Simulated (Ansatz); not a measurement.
SiGe:

```
Ge Si
1.0
     3.90445    0.00000    0.00000
    -1.95223    3.38135    0.00000
     0.00000    0.00000    6.45078
Ge Si
2 2
Direct
  0.33333 0.66667 0.00039
  0.66667 0.33333 0.50039
  0.33333 0.66667 0.37461
  0.66667 0.33333 0.87461
```

The cell comes from a database or a generator and needn't be the stable form of this composition.

Base run:

- Program: Ansatz 0.2.0
- Functional: LDA
- Potentials or basis: Ansatz PAW
- Cutoff: 420 eV
- Density cutoff: 1680 eV
- k mesh: 8 × 8 × 4
- Occupations: fermi-dirac, width 0.05 eV
- Spin: no spin polarisation

Its results: band gap on the k mesh 0.35 eV, direct; pressure -2.1 GPa; largest force 0.003 eV/Å.

Q: The run is repeated on the same cell with these changes: functional from LDA to r2SCAN; cutoff from 420 eV to 500 eV; density cutoff from 1680 eV to 2000 eV. What comes out?

A: Band gap on the k mesh 0.66 eV, indirect (least direct gap 0.78 eV); pressure 0.0 GPa; largest force 0.016 eV/Å.

r2SCAN gives the wider gap, since meta-GGAs in the generalised Kohn-Sham scheme recover part of the derivative discontinuity.

Caveats: the PAW data sets come from PBE, with cores solved anew for the run's functional, which leaves a small shift of forces and pressure.

Not every run made on this cell is shown here.
